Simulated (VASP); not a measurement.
**CdTe (F-43m): a series in biaxial strain in the (110) plane**

How do the elastic response and the band edges of CdTe follow biaxial strain in the (110) plane?

Calculated with VASP 6.6.1; LDA; plane waves and PAW (Cd, Te), in the first sound run; inputs show where later runs differ.

**1. The structure**

It takes space group F-43m (No. 216, cubic). The conventional cell has a = 6.481 Å, b = 6.481 Å, c = 6.481 Å, α = 90.00°, β = 90.00°, γ = 90.00°. Cd has 4 Te at 2.81 Å nearest. Nearest to Te lie 4 Cd at 2.81 Å. Farther neighbours and most contacts between anions are not listed.

As a file:

```cif
data_structure
_symmetry_space_group_name_H-M 'P 1'
_symmetry_Int_Tables_number 1
_cell_length_a 4.5828
_cell_length_b 4.5828
_cell_length_c 4.5828
_cell_angle_alpha 60.000
_cell_angle_beta 60.000
_cell_angle_gamma 60.000
_cell_volume 68.06
loop_
_atom_site_label
_atom_site_type_symbol
_atom_site_fract_x
_atom_site_fract_y
_atom_site_fract_z
_atom_site_occupancy
Cd1 Cd 0.00000 0.00000 0.00000 1
Te2 Te 0.25000 0.25000 0.25000 1
```

**2. Relax the crystal, LDA**

The series starts from the cell that this level prefers, so that zero strain is near zero stress.

This step took 2 runs in a row; the last is shown.

Level: LDA; plane waves and PAW (Cd, Te).

INCAR

```
SYSTEM = CdTe
PREC = Accurate
ENCUT = 450
EDIFF = 1E-07
NELM = 120
ISMEAR = 0
SIGMA = 0.02
LREAL = .FALSE.
ALGO = Normal
GGA = CA
NBANDS = 15
LASPH = .TRUE.
LORBIT = 11
LWAVE = .FALSE.
LCHARG = .FALSE.
KPAR = 12
IBRION = 2
NSW = 40
ISIF = 3
EDIFFG = -0.005
POTIM = 0.4
```

POSCAR

```
CdTe
1.0
    0.0000000000      3.2089821087      3.2089821087
    3.2089821087      0.0000000000      3.2089821087
    3.2089821087      3.2089821087      0.0000000000
Cd Te
1 1
Direct
    0.0000000000      0.0000000000      0.0000000000
    0.2500000000      0.2500000000      0.2500000000
```

KPOINTS

```
Automatic mesh
0
Gamma
8 8 8
0 0 0
```

PAW data sets: Cd and Te (LDA family, release 64).

Command:

```
mpirun -np 12 vasp_std
```

The program printed:

```text
[banner, memory and clock lines left out]
running   12 mpi-ranks, on    1 nodes
[...]
|                                                                             |
|           W    W    AA    RRRRR   N    N  II  N    N   GGGG   !!!           |
|           W    W   A  A   R    R  NN   N  II  NN   N  G    G  !!!           |
|           W    W  A    A  R    R  N N  N  II  N N  N  G       !!!           |
|           W WW W  AAAAAA  RRRRR   N  N N  II  N  N N  G  GGG   !            |
|           WW  WW  A    A  R   R   N   NN  II  N   NN  G    G                |
|           W    W  A    A  R    R  N    N  II  N    N   GGGG   !!!           |
|                                                                             |
|     For optimal performance we recommend to set                             |
|       NCORE = 2 up to number-of-cores-per-socket                            |
|     NCORE specifies how many cores store one orbital (NPAR=cpu/NCORE).      |
|     This setting can greatly improve the performance of VASP for DFT.       |
[...]
DAV:   4    -0.629292908156E+01   -0.35194E-01   -0.35191E-01  1298   0.418E+00
[...]
DAV:  11    -0.605062394991E+01   -0.39072E-05   -0.20771E-05  1089   0.409E-02    0.319E-02
DAV:  12    -0.605062297949E+01    0.97041E-06   -0.21116E-06   998   0.121E-02    0.158E-02
DAV:  13    -0.605062291534E+01    0.64158E-07   -0.55036E-07  1017   0.340E-03
   1 F= -.60506229E+01 E0= -.60506229E+01  d E =-.605062E+01
[...]
N       E                     dE             d eps       ncg     rms          rms(c)
DAV:   1    -0.605075524963E+01   -0.13227E-03   -0.24534E-03  1038   0.600E-01    0.856E-02
DAV:   2    -0.605063910095E+01    0.11615E-03   -0.29544E-04  1003   0.256E-01    0.277E-02
DAV:   3    -0.605062797639E+01    0.11125E-04   -0.24067E-05  1017   0.491E-02    0.231E-02
DAV:   4    -0.605062611634E+01    0.18600E-05   -0.28907E-06   989   0.124E-02    0.382E-03
DAV:   5    -0.605062602082E+01    0.95525E-07   -0.28256E-07   946   0.684E-03
   2 F= -.60506260E+01 E0= -.60506260E+01  d E =-.310548E-05
 trial-energy change:   -0.000003  1 .order   -0.000004   -0.000013    0.000004
 step:   0.6571(harm=  0.7447)  dis= 0.00000  next Energy=    -6.050627 (dE=-0.391E-05)
 reached required accuracy - stopping structural energy minimisation
```

Wall time 3.8 s (12 MPI ranks of AMD EPYC 9R45, shared host); peak memory 2 GiB.

The logs omit lines about the potential files and the build; timing stands in the text.

Parts of OUTCAR (step 2):

```text
  Total        0.0051087      0.0051087      0.0051087      0.0000000      0.0000000      0.0000000
  in kB        0.1239541      0.1239541      0.1239541      0.0000000      0.0000000      0.0000000
  external PRESSURE =       0.1239541 kB  Pullay stress =       0.0000000 kB

 POSITION                                       TOTAL-FORCE (eV/Angst)
 -----------------------------------------------------------------------------------
      3.20806      6.41612      3.20806         0.000000      0.000000      0.000000
      1.60403      1.60403      1.60403        -0.000000     -0.000000     -0.000000
 -----------------------------------------------------------------------------------
    total drift:                                0.000000      0.000000      0.000000

  FREE ENERGIE OF THE ION-ELECTRON SYSTEM (eV)
  ---------------------------------------------------
  free  energy   TOTEN  =        -6.0506260208 eV

  energy  without entropy=       -6.0506260208  energy(sigma->0) =       -6.05062602

 reached required accuracy - stopping structural energy minimisation

[... 3 further parts left out ...]
[key lines of the parts left out:]
E-fermi :   2.5537
```

Numbers from this step:

| Item | Value |
| --- | --- |
| energy(sigma→0) of the program | -6.0506 eV |
| stress, compression positive | 0.01 along [110], 0.01 across it (mean), GPa |
| volume | 66.032 Å³ |
| ionic steps | 2 |

**3. Strain along the normal, LDA**

One member in full: the plane is strained by -1.5 %, and the strain along the normal is moved by secant steps until the normal stress is under 0.012 GPa or five steps are spent; the atoms relax at each step.

This step took 3 runs, each at a new trial strain with the atoms of the one before; the last is shown.

Level: LDA; plane waves and PAW (Cd, Te); cell typed or built by script.

INCAR, as its differences from that of step 2:

```diff
@@ -15,7 +15,7 @@
 LCHARG = .FALSE.
-KPAR = 12
-IBRION = 2
-NSW = 40
-ISIF = 3
-EDIFFG = -0.005
-POTIM = 0.4
+KPAR = 3
+IBRION = 1
+NSW = 25
+ISIF = 2
+EDIFFG = -0.004
+POTIM = 0.3
```

POSCAR

```
CdTe
1.0
    0.0483470810      3.2082854820      3.1599384000
    3.2082854820      0.0483470810      3.1599384000
    3.2566325630      3.2566325630      0.0000000000
Cd Te
1 1
Direct
    0.0035042912      0.0035042912      0.9964957088
    0.2464957088      0.2464957088      0.2535042912
```

KPOINTS is that of step 2.

Command:

```
mpirun -np 3 vasp_std
```

The program printed:

```text
[banner, memory and clock lines left out]
running    3 mpi-ranks, on    1 nodes
[...]
LDA part: xc-table for (Slater(with rela. corr.)+CA(PZ))
 , standard interpolation
 POSCAR, INCAR and KPOINTS ok, starting setup
[...]
entering main loop
       N       E                     dE             d eps       ncg     rms          rms(c)
DAV:   1     0.934466082857E+02    0.93447E+02   -0.78132E+03  2914   0.931E+02
DAV:   2    -0.289651429638E+01   -0.96343E+02   -0.92044E+02  3396   0.241E+02
DAV:   3    -0.625537285647E+01   -0.33589E+01   -0.33531E+01  3501   0.469E+01
DAV:   4    -0.628690638107E+01   -0.31534E-01   -0.31532E-01  4343   0.400E+00
[...]
DAV:  11    -0.604317918227E+01   -0.36163E-05   -0.22037E-05  3745   0.446E-02    0.314E-02
DAV:  12    -0.604317820931E+01    0.97296E-06   -0.21299E-06  3254   0.136E-02    0.154E-02
DAV:  13    -0.604317813736E+01    0.71954E-07   -0.66257E-07  3564   0.424E-03
   1 F= -.60431781E+01 E0= -.60431781E+01  d E =-.604318E+01
 BRION: g(F)=  0.128E-04 g(S)=  0.000E+00
[...]
N       E                     dE             d eps       ncg     rms          rms(c)
DAV:   1    -0.604318775891E+01   -0.95496E-05   -0.19459E-03  2934   0.293E-01    0.725E-03
DAV:   2    -0.604318879423E+01   -0.10353E-05   -0.11743E-05  3550   0.257E-02    0.284E-03
DAV:   3    -0.604318877877E+01    0.15461E-07   -0.10346E-07  2545   0.269E-03
   2 F= -.60431888E+01 E0= -.60431888E+01  d E =-.106414E-04
 BRION: g(F)=  0.600E-05 g(S)=  0.000E+00 retain N=  1 mean eig= 3.18
 eig:   3.180
[...]
N       E                     dE             d eps       ncg     rms          rms(c)
DAV:   1    -0.604319406025E+01   -0.52660E-05   -0.92599E-03  2920   0.639E-01    0.151E-02
DAV:   2    -0.604319899640E+01   -0.49362E-05   -0.56114E-05  3578   0.561E-02    0.519E-03
DAV:   3    -0.604319893605E+01    0.60353E-07   -0.53092E-07  3459   0.582E-03
   3 F= -.60431989E+01 E0= -.60431989E+01  d E =-.101573E-04
 BRION: g(F)=  0.486E-07 g(S)=  0.000E+00 retain N=  1 mean eig= 3.49
 eig:   3.495
 reached required accuracy - stopping structural energy minimisation
```

It took 22 s on 3 MPI ranks; peak memory 0.57 GiB; 51 s of CPU time.

Parts of OUTCAR (step 3):

```text
  Total        0.2580372      0.2580372      0.3603143     -0.2583102      0.0000000      0.0000000
  in kB        6.3567762      6.3567762      8.8763852     -6.3635007      0.0000000      0.0000000
  external PRESSURE =       7.1966458 kB  Pullay stress =       0.0000000 kB

 POSITION                                       TOTAL-FORCE (eV/Angst)
 -----------------------------------------------------------------------------------
      3.25663      3.25663      0.02078         0.000000      0.000000     -0.000916
      1.62832      1.62832      1.55919        -0.000000     -0.000000      0.000916
 -----------------------------------------------------------------------------------
    total drift:                                0.000000      0.000000      0.000316

  FREE ENERGIE OF THE ION-ELECTRON SYSTEM (eV)
  ---------------------------------------------------
  free  energy   TOTEN  =        -6.0431989360 eV

  energy  without entropy=       -6.0431989360  energy(sigma->0) =       -6.04319894

[... 1 part as in an earlier step ...]

[... 3 further parts left out ...]
[key lines of the parts left out:]
E-fermi :   2.7931
```

This run gave:

* energy(sigma→0) of the program: -6.0432 eV
* stress, compression positive: 0.00 along [110], 1.08 across it (mean), GPa
* ionic steps: 3

**4. Band edges, TB-mBJ with spin-orbit coupling**

Short lines in KPOINTS_OPT sample the zone centre along and across the normal of the plane, for masses, and the other valleys.

Level: TB-mBJ, spin-orbit coupling; plane waves and PAW (Cd, Te); cell typed or built by script.

TB-mBJ has no energy functional, so the total energy, stress and pressure in this output mean nothing.

INCAR

```
SYSTEM = CdTe
PREC = Accurate
ENCUT = 450
EDIFF = 1E-06
NELM = 150
ISMEAR = 0
SIGMA = 0.02
LREAL = .FALSE.
ALGO = Normal
METAGGA = MBJ
LASPH = .TRUE.
LNONCOLLINEAR = .TRUE.
MAGMOM = 0 0 0 0 0 0
NBANDS = 28
GGA_COMPAT = .FALSE.
LSORBIT = .TRUE.
LWAVE = .FALSE.
LCHARG = .FALSE.
KPAR = 3
```

POSCAR

```
CdTe
1.0
    0.0483470810      3.2082854820      3.1599384000
    3.2082854820      0.0483470810      3.1599384000
    3.2566325630      3.2566325630      0.0000000000
Cd Te
1 1
Direct
    0.0032880361      0.0032880361      0.9967119639
    0.2467119639      0.2467119639      0.2532880361
```

KPOINTS

```
Automatic mesh
0
Gamma
7 7 7
0 0 0
```

KPOINTS_OPT

```
Line mode
6
Line-mode
Reciprocal
  0.00000000   0.00000000   0.00000000
  0.01832500   0.01832500   0.03664999

  0.00000000   0.00000000   0.00000000
 -0.01778090   0.01778090  -0.00000000

  0.31000000   0.31000000   0.00000000
  0.50000000   0.50000000   0.00000000

  0.00000000   0.31000000   0.31000000
  0.00000000   0.50000000   0.50000000

  0.45000000   0.45000000   0.45000000
  0.50000000   0.50000000   0.50000000

  0.45000000   0.00000000   0.00000000
  0.50000000   0.00000000   0.00000000

  0.42500000   0.42500000   0.00000000
  0.42538473   0.45053072   0.02591546

  0.50000000   0.50000000   0.50000000
  0.48221910   0.51778090   0.50000000
```

Command:

```
mpirun -np 3 vasp_ncl
```

The program printed:

```text
[banner, memory and clock lines left out]
running    3 mpi-ranks, on    1 nodes
[...]
|                                                                             |
|               ----> ADVICE to this user running VASP <----                  |
|                                                                             |
|     You enforced a specific xc type in the INCAR file but a different       |
|     [... a line on the potential file left out ...]
|     I HOPE YOU KNOW WHAT YOU ARE DOING!                                     |
|                                                                             |

 LDA part: xc-table for (None), standard interpolation
 POSCAR, INCAR and KPOINTS ok, starting setup
[...]
entering main loop
       N       E                     dE             d eps       ncg     rms          rms(c)
DAV:   1    -0.461122023026E+02   -0.46112E+02   -0.75727E+03  6344   0.100E+03
DAV:   2    -0.152298624274E+03   -0.10619E+03   -0.10281E+03  6856   0.272E+02
DAV:   3    -0.156960546255E+03   -0.46619E+01   -0.46327E+01  7496   0.577E+01
DAV:   4    -0.157012390562E+03   -0.51844E-01   -0.51815E-01  7380   0.536E+00
[...]
DAV:  21    -0.155637471421E+03    0.25154E-02   -0.18120E-06  6796   0.137E-02    0.146E-02
DAV:  22    -0.155637087916E+03    0.38350E-03   -0.78714E-07  4788   0.755E-03    0.156E-02
DAV:  23    -0.155637088590E+03   -0.67353E-06   -0.93833E-08  3220   0.196E-03
   1 F= -.15563709E+03 E0= -.15563709E+03  d E =-.184656E-20  mag=     0.0000    -0.0000     0.0000
 Start KPOINTS_OPT (optional k-point list driver)
k-point batch [1-48\48]
       N       E                     dE             ncg
DAV:   1     0.277438118400E+04   -0.13160E+05     2744
DAV:   2    -0.237633881900E+04   -0.51507E+04     3020
DAV:   3    -0.260430015368E+04   -0.22796E+03     3124
DAV:   4    -0.260672253672E+04   -0.24224E+01     3396
DAV:   5    -0.260676362241E+04   -0.41086E-01     3104
DAV:   6    -0.260676488772E+04   -0.12653E-02     3304
DAV:   7    -0.260676493580E+04   -0.48083E-04     3152
DAV:   8    -0.260676493781E+04   -0.20099E-05     2524
DAV:   9    -0.260676493791E+04   -0.94962E-07     2032
```

The job ended after 4 min (3 MPI ranks; peak memory 1.9 GiB).

OUTCAR, selected parts (step 4):

```text
  LATTYP: Found a body centered orthorhombic cell.
 ALAT       =     4.4688277430
 B/A-ratio  =     1.0306000149
 C/A-ratio  =     1.4142135619

 Subroutine GETGRP returns: Found  4 space group operations
 (whereof  4 operations were pure point group operations)

The static configuration has the point symmetry C_2v.

 Found    112 irreducible k-points:

   k-points           NKPTS =    112   k-points in BZ     NKDIM =    112   number of bands    NBANDS=     28

   dimension x,y,z NGX =    32 NGY =   32 NGZ =   32
   dimension x,y,z NGXF=    64 NGYF=   64 NGZF=   64

   ENCUT  =  450.0 eV  33.07 Ry    5.75 a.u.   7.79  7.79  7.97*2*pi/ulx,y,z

   NELECT =      18.0000    total number of electrons

 E-fermi :   3.3968

 k-point     1 :       0.0000    0.0000    0.0000
  band No.  band energies     occupation
    ...
     14       2.3914      1.00000
     15       3.1760      1.00000
     16       3.1760      1.00000
     17       3.2744      1.00000
     18       3.2744      1.00000
     19       4.8932      0.00000
     20       4.8932      0.00000
     21       7.8397      0.00000
     22       7.8397      0.00000
     23       8.1244      0.00000
    ...

 k-point     2 :       0.1429   -0.0000    0.0000
  band No.  band energies     occupation
    ...
     14       1.6847      1.00000
     15       2.5622      1.00000
     16       2.5813      1.00000
     17       3.0189      1.00000
     18       3.0316      1.00000
     19       5.6106      0.00000
     20       5.6197      0.00000
     21       8.1303      0.00000
     22       8.1428      0.00000
     23       8.2911      0.00000
    ...

  Total      -13.6590044    -13.6590044    -13.5301317     -0.2541551      0.0000000      0.0000000
  in kB     -336.4911418   -336.4911418   -333.3163496     -6.2611405      0.0000000      0.0000000
  external PRESSURE =    -335.4328778 kB  Pullay stress =       0.0000000 kB

 POSITION                                       TOTAL-FORCE (eV/Angst)
 -----------------------------------------------------------------------------------
      3.25663      3.25663      0.02078         0.000000      0.000000     -0.076540
      1.62832      1.62832      1.55919         0.000000      0.000000      0.076540
 -----------------------------------------------------------------------------------
    total drift:                                0.000000      0.000000     -0.173685

  FREE ENERGIE OF THE ION-ELECTRON SYSTEM (eV)
  ---------------------------------------------------
  free  energy   TOTEN  =      -155.6370885897 eV

  energy  without entropy=     -155.6370885897  energy(sigma->0) =     -155.63708859

 Spin-Orbit-Coupling matrix elements
 Ion:    1  E_soc:     -0.0586017
 Ion:    2  E_soc:     -0.1866497

[... 1 part as in an earlier step ...]

[... 7 further parts left out ...]
```

**5. Band edges, r2SCAN with spin-orbit coupling**

Short lines in KPOINTS_OPT sample the zone centre along and across the normal of the plane, for masses, and the other valleys.

Level: r2SCAN, spin-orbit coupling; plane waves and PAW (Cd, Te); cell typed or built by script.

INCAR, as its differences from that of step 4:

```diff
@@ -4,3 +4,3 @@
 EDIFF = 1E-06
-NELM = 150
+NELM = 100
 ISMEAR = 0
@@ -9,3 +9,3 @@
 ALGO = Normal
-METAGGA = MBJ
+METAGGA = R2SCAN
 LASPH = .TRUE.
```

POSCAR is that of step 4.

KPOINTS is that of step 4.

KPOINTS_OPT is that of step 4.

Command:

```
mpirun -np 3 vasp_ncl
```

The program printed:

```text
[banner, memory and clock lines left out]
running    3 mpi-ranks, on    1 nodes
[...]
[... a notice as in an earlier step ...]

 LDA part: xc-table for (None), standard interpolation
 POSCAR, INCAR and KPOINTS ok, starting setup
[...]
entering main loop
       N       E                     dE             d eps       ncg     rms          rms(c)
DAV:   1    -0.680967572964E+03   -0.68097E+03   -0.77154E+03  6344   0.103E+03
DAV:   2    -0.790117643908E+03   -0.10915E+03   -0.10544E+03  6852   0.275E+02
DAV:   3    -0.795193417828E+03   -0.50758E+01   -0.50456E+01  7472   0.611E+01
DAV:   4    -0.795248718564E+03   -0.55301E-01   -0.55275E-01  7588   0.568E+00
[...]
DAV:  14    -0.790788373661E+03   -0.44126E-05   -0.17219E-05  6496   0.582E-02    0.202E-02
DAV:  15    -0.790788371476E+03    0.21844E-05   -0.60554E-06  6752   0.394E-02    0.711E-03
DAV:  16    -0.790788371495E+03   -0.18140E-07   -0.18160E-07  3196   0.326E-03
   1 F= -.79078837E+03 E0= -.79078837E+03  d E =-.775405E-26  mag=    -0.0000     0.0000    -0.0000
 Start KPOINTS_OPT (optional k-point list driver)
k-point batch [1-48\48]
       N       E                     dE             ncg
DAV:   1     0.242729905320E+04   -0.13507E+05     2736
DAV:   2    -0.286689692550E+04   -0.52942E+04     2992
DAV:   3    -0.310625673972E+04   -0.23936E+03     3204
DAV:   4    -0.310898972906E+04   -0.27330E+01     3532
DAV:   5    -0.310901567370E+04   -0.25945E-01     3008
DAV:   6    -0.310901643528E+04   -0.76158E-03     3472
DAV:   7    -0.310901645178E+04   -0.16503E-04     2776
DAV:   8    -0.310901645235E+04   -0.56499E-06     2104
```

It took 9.9 min on 3 MPI ranks; peak memory 1.8 GiB.

(Part 1 of 2 ends here.)

[Lines on the potential files, build, host, timing and source positions are cut from VASP's logs without a mark.]

[Logs are printed without paths, hosts, clocks, repeated set-up lines and the standing remarks that a program may print on its own settings, such as how far it seeks lower states.]

[Hosts, paths, dates, database ids (printed as entryN), source tags and the programs' standing remarks are cut or masked in the printed files.]

[In band tables of VASP the shares of atoms and orbitals are scaled to a sum of 1 inside the atoms' spheres.]
